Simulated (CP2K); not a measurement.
# CdSe (Fm-3m) in CP2K: notebook

The runs below take CdSe through band structure, with PBE, LDA.

All numbers are computed with CP2K 2026.2; they aren't measurements. Logs are shortened: lines on timing, memory, paths and dates and some standing lists are left out, and cuts for length are marked.

### Step 1. The crystal as given

It takes space group Fm-3m (No. 225, cubic). Conventional cell: a = 5.748 Å, b = 5.748 Å, c = 5.748 Å, α = 90.00°, β = 90.00°, γ = 90.00°. Cd (site symmetry m-3m) has 6 Se at 2.87 Å as nearest neighbours. Around Se (site symmetry m-3m) lie 6 Cd at 2.87 Å.

Measurements of this composition are mostly on another form, of space group No. 186.

### Step 2. Band structure, PBE

cdse_bands.inp

```
&GLOBAL
  PROJECT cdse_bands
  RUN_TYPE ENERGY_FORCE
  PRINT_LEVEL LOW
&END GLOBAL
&FORCE_EVAL
  METHOD QS
  STRESS_TENSOR ANALYTICAL
  &DFT
    BASIS_SET_FILE_NAME BASIS_MOLOPT_UZH
    POTENTIAL_FILE_NAME POTENTIAL_UZH
    &MGRID
      CUTOFF 450
      REL_CUTOFF 60
      NGRIDS 4
    &END MGRID
    &QS
      METHOD GPW
      EPS_DEFAULT 1.0E-9
    &END QS
    &KPOINTS
      SCHEME MONKHORST-PACK 8 8 8
      GAMMA_CENTERED T
      SYMMETRY T
      SYMMETRY_BACKEND SPGLIB
    &END KPOINTS
    &SCF
      SCF_GUESS ATOMIC
      EPS_SCF 1.0E-6
      MAX_SCF 100
      ADDED_MOS 10
      CHOLESKY OFF
      EPS_EIGVAL 1.0E-7
      &DIAGONALIZATION ON
        ALGORITHM STANDARD
      &END DIAGONALIZATION
      &MIXING ON
        METHOD BROYDEN_MIXING
        ALPHA 0.4
        BETA 1.5
        NBUFFER 8
      &END MIXING
      &SMEAR ON
        METHOD FERMI_DIRAC
        ELECTRONIC_TEMPERATURE [K] 580.226
      &END SMEAR
    &END SCF
    &XC
      &XC_FUNCTIONAL
        &GGA_X_PBE
        &END GGA_X_PBE
        &GGA_C_PBE
        &END GGA_C_PBE
      &END XC_FUNCTIONAL
    &END XC
    &PRINT
      &KPOINTS ON
      &END KPOINTS
      &MULLIKEN ON
      &END MULLIKEN
      &MO ON
        ENERGIES T
        OCCUPATION_NUMBERS T
        &EACH
          QS_SCF 0
        &END EACH
        ADD_LAST NUMERIC
      &END MO
      &BAND_STRUCTURE
        FILE_NAME bands.bs
        ADDED_MOS 2
        &KPOINT_SET
          UNITS B_VECTOR
          NPOINTS 6
          SPECIAL_POINT GAMMA 0.00000000 0.00000000 0.00000000
          SPECIAL_POINT X 0.50000000 0.00000000 0.50000000
          SPECIAL_POINT W 0.50000000 0.25000000 0.75000000
          SPECIAL_POINT K 0.37500000 0.37500000 0.75000000
          SPECIAL_POINT GAMMA 0.00000000 0.00000000 0.00000000
          SPECIAL_POINT L 0.50000000 0.50000000 0.50000000
          SPECIAL_POINT U 0.62500000 0.25000000 0.62500000
          SPECIAL_POINT W 0.50000000 0.25000000 0.75000000
          SPECIAL_POINT L 0.50000000 0.50000000 0.50000000
          SPECIAL_POINT K 0.37500000 0.37500000 0.75000000
        &END KPOINT_SET
        &KPOINT_SET
          UNITS B_VECTOR
          NPOINTS 6
          SPECIAL_POINT U 0.62500000 0.25000000 0.62500000
          SPECIAL_POINT X 0.50000000 0.00000000 0.50000000
        &END KPOINT_SET
      &END BAND_STRUCTURE
    &END PRINT
  &END DFT
  &SUBSYS
    &CELL
      A 4.0643903813 0.0000000000 0.0000000000
      B 2.0321951906 3.5198653211 0.0000000000
      C 2.0321951906 1.1732884404 3.3185608499
      PERIODIC XYZ
    &END CELL
    &COORD
      SCALED
      Cd  0.0000000000 0.0000000000 0.0000000000
      Se  0.5000000000 0.5000000000 0.5000000000
    &END COORD
    &KIND Cd
      BASIS_SET TZVP-MOLOPT-PBE-GTH-q12
      POTENTIAL GTH-PBE-q12
    &END KIND
    &KIND Se
      BASIS_SET TZVP-MOLOPT-PBE-GTH-q6
      POTENTIAL GTH-PBE-q6
    &END KIND
    &PRINT
      &ATOMIC_COORDINATES ON
      &END ATOMIC_COORDINATES
      &CELL ON
      &END CELL
    &END PRINT
  &END SUBSYS
  &PRINT
    &FORCES ON
    &END FORCES
    &STRESS_TENSOR ON
    &END STRESS_TENSOR
  &END PRINT
&END FORCE_EVAL
```

Potentials or basis: POTENTIAL_UZH Cd GTH-PBE-q12, Se GTH-PBE-q6; TZVP-MOLOPT-PBE-GTH basis.

Launch:

```sh
$ OMP_NUM_THREADS=1 cp2k.psmp -i cdse_bands.inp -o cdse_bands.out
```

cdse_bands.out:

```text

 CP2K| version string:                                       CP2K version 2026.2
 CP2K| Input file name                                            cdse_bands.inp

 GLOBAL| Force Environment number                                              1
 GLOBAL| Basis set file name                                    BASIS_MOLOPT_UZH
 GLOBAL| Potential file name                                       POTENTIAL_UZH
 GLOBAL| MM Potential file name                                     MM_POTENTIAL
 GLOBAL| Coordinate file name                                      __STD_INPUT__
 GLOBAL| Method name                                                        CP2K
 GLOBAL| Project name                                                 cdse_bands
 GLOBAL| Run type                                                   ENERGY_FORCE
 GLOBAL| FFT library                                                       FFTW3
 GLOBAL| Diagonalization library                                       ScaLAPACK
 GLOBAL| Cholesky decomposition library                                ScaLAPACK
 GLOBAL| DGEMM library                                                      BLAS
 GLOBAL| Direct generalized diagonalization requested                          F
 GLOBAL| Matrix multiplication library                                 ScaLAPACK
 GLOBAL| Global print level                                                  LOW
 GLOBAL| Total number of message passing processes                             1
 GLOBAL| Number of threads for this process                                    1
 GLOBAL| CPU model name                                                  UNKNOWN

 CELL| Volume [angstrom^3]:                                            47.475686
 CELL| Vector a [angstrom]:       4.064     0.000     0.000   |a| =     4.064390
 CELL| Vector b [angstrom]:       2.032     3.520     0.000   |b| =     4.064390
 CELL| Vector c [angstrom]:       2.032     1.173     3.319   |c| =     4.064390
 CELL| Angle (b,c), alpha [degree]:                                    60.000000
 CELL| Angle (a,c), beta  [degree]:                                    60.000000
 CELL| Angle (a,b), gamma [degree]:                                    60.000000
 CELL| Numerically orthorhombic:                                              NO
 CELL| Periodicity                                                           XYZ

 CELL_REF| Volume [angstrom^3]:                                        47.475686
 CELL_REF| Vector a [angstrom     4.064     0.000     0.000   |a| =     4.064390
 CELL_REF| Vector b [angstrom     2.032     3.520     0.000   |b| =     4.064390
 CELL_REF| Vector c [angstrom     2.032     1.173     3.319   |c| =     4.064390
 CELL_REF| Angle (b,c), alpha [degree]:                                60.000000
 CELL_REF| Angle (a,c), beta  [degree]:                                60.000000
 CELL_REF| Angle (a,b), gamma [degree]:                                60.000000
 CELL_REF| Numerically orthorhombic:                                          NO
 CELL_REF| Periodicity                                                       XYZ

 GENERATE|  Preliminary Number of Bonds generated:                             0
 GENERATE|  Achieved consistency in connectivity generation.

[... 128 lines left out ...]
  Core Hamiltonian energy:                                     28.60438300596120
  Hartree energy:                                              18.32554394046368
  Exchange-correlation energy:                                 -8.71047373508051
  Electronic entropic energy:                                  -0.00010224116376
  Fermi energy:                                                 0.17851142709459

  Total energy:                                               -55.53358655130783
  Total energy (extrapolated to T->0):                        -55.53353543072595

 MO| EIGENVALUES AND OCCUPATION NUMBERS FOR K POINT 1
 MO|
 MO|  Index      Eigenvalue [a.u.]        Eigenvalue [eV]             Occupation
 MO|      1              -0.271059              -7.375894               2.000000
 MO|      2              -0.124312              -3.382701               2.000000
 MO|      3              -0.124312              -3.382700               2.000000
 MO|      4              -0.120479              -3.278406               2.000000
 MO|      5              -0.112504              -3.061397               2.000000
 MO|      6              -0.112504              -3.061396               2.000000
[... 340 lines left out ...]
 MO|     18               0.786892              21.412413               0.000000
 MO|     19               0.881093              23.975756               0.000000
 MO| Sum:                                                              18.000000
 MO| E(Fermi):            0.178511 a.u.          4.857543 eV

 [... the levels of further k-points ...]

 !-----------------------------------------------------------------------------!
                     Mulliken Population Analysis

 #  Atom  Element  Kind  Atomic population                           Net charge
       1     Cd       1         11.725749                              0.274251
       2     Se       2          6.274251                             -0.274251
 # Total charge                             18.000000                  0.000000

 !-----------------------------------------------------------------------------!

 KPOINTS| Band Structure Calculation
 KPOINTS| Number of k-point sets                                               2
 KPOINTS| Number of added MOs/bands                                            2
 KPOINTS| Number of k-points in set    1                                      55
 KPOINTS| In units of b-vector [2pi/Bohr]
 KPOINTS| Special point     1       GAMMA     0.000000     0.000000     0.000000
 KPOINTS| Special point     2           X     0.500000     0.000000     0.500000
 KPOINTS| Special point     3           W     0.500000     0.250000     0.750000
 KPOINTS| Special point     4           K     0.375000     0.375000     0.750000
 KPOINTS| Special point     5       GAMMA     0.000000     0.000000     0.000000
 KPOINTS| Special point     6           L     0.500000     0.500000     0.500000
 KPOINTS| Special point     7           U     0.625000     0.250000     0.625000
 KPOINTS| Special point     8           W     0.500000     0.250000     0.750000
 KPOINTS| Special point     9           L     0.500000     0.500000     0.500000
 KPOINTS| Special point    10           K     0.375000     0.375000     0.750000
 KPOINTS| Number of k-points in set    2                                       7
 KPOINTS| In units of b-vector [2pi/Bohr]
 KPOINTS| Special point     1           U     0.625000     0.250000     0.625000
 KPOINTS| Special point     2           X     0.500000     0.000000     0.500000

 ENERGY| Total FORCE_EVAL ( QS ) energy [hartree]            -55.533584356302853

 FORCES| Atomic forces [hartree/bohr]
 FORCES|   Atom     x               y               z               |f|
 FORCES|      1 -1.07730346E-14 -6.43961319E-15 -6.73595770E-15   1.42442978E-14
 FORCES|      2 -1.00888647E-14 -5.35331600E-16 -3.69386472E-14   3.82953709E-14
 FORCES| Sum    -2.08618993E-14 -6.97494479E-15 -4.36746049E-14
 FORCES| Total atomic force                                       4.89013273E-14

 STRESS| Analytical stress tensor [bar]
 STRESS|                        x                   y                   z
 STRESS|      x        1.30493202031E+03  -7.67691969904E-01  -5.45267852254E-01
 STRESS|      y       -7.67691969904E-01   1.30510000271E+03  -1.09901481036E-01
 STRESS|      z       -5.45267852254E-01  -1.09901481036E-01   1.30438760751E+03
 STRESS| 1/3 Trace                                             1.30480654351E+03
 STRESS| Determinant                                           2.22145803419E+09

 STRESS| Eigenvectors and eigenvalues of the analytical stress tensor [bar]
 STRESS|                        1                   2                   3
 STRESS| Eigenvalues   1.30381337509E+03   1.30475756034E+03   1.30584869509E+03
 STRESS|      x           0.614958847673     -0.367006301212     -0.697948415385
 STRESS|      y           0.423733799491     -0.592654907931      0.684988924928
 STRESS|      z           0.665037805570      0.716984333843      0.208945404799
```

It took 24 s on 1 thread of Arm Neoverse V1, shared host; peak memory 0.29 GiB.

Results:

* Free energy: -1511.1457 eV
* Pressure: 0.1 GPa
* Band gap on the k mesh: none (metal or under the smearing width)
* Mulliken charges: Cd +0.27; Se -0.27 e

Levels at the corners of the path, in eV from the Fermi level:
```tsv
point	band 5	band 6	band 7	band 8	band 9	band 10	band 11	band 12	band 13	band 14
Γ	-8.04	-8.04	-0.71	-0.71	-0.71	-0.02	8.64	8.64	8.64	10.48
X	-7.85	-7.37	-4.19	-2.15	-2.15	-0.55	5.43	9.78	10.67	10.67
W	-7.85	-7.51	-3.24	-3.24	-3.12	2.82	5.87	7.35	7.35	12.42
K	-7.87	-7.58	-3.69	-3.66	-1.49	1.38	6.18	8.30	8.51	9.67
Γ	-8.04	-8.04	-0.71	-0.71	-0.71	-0.02	8.64	8.64	8.64	10.48
L	-7.90	-7.90	-5.03	-0.13	-0.13	3.01	5.38	5.38	5.89	11.35
U	-7.87	-7.58	-3.69	-3.66	-1.49	1.38	6.18	8.30	8.51	9.67
W	-7.85	-7.51	-3.24	-3.24	-3.12	2.82	5.87	7.35	7.35	12.42
L	-7.90	-7.90	-5.03	-0.13	-0.13	3.01	5.38	5.38	5.89	11.35
K	-7.87	-7.58	-3.69	-3.66	-1.49	1.38	6.18	8.30	8.51	9.67
U	-7.87	-7.58	-3.69	-3.66	-1.49	1.38	6.18	8.30	8.51	9.67
X	-7.85	-7.37	-4.19	-2.15	-2.15	-0.55	5.43	9.78	10.67	10.67
```

Caveat: Mulliken charges move with the basis; the basis of atomic orbitals isn't converged, which shifts pressures, moduli and gaps.

[end of part 1 of 3]
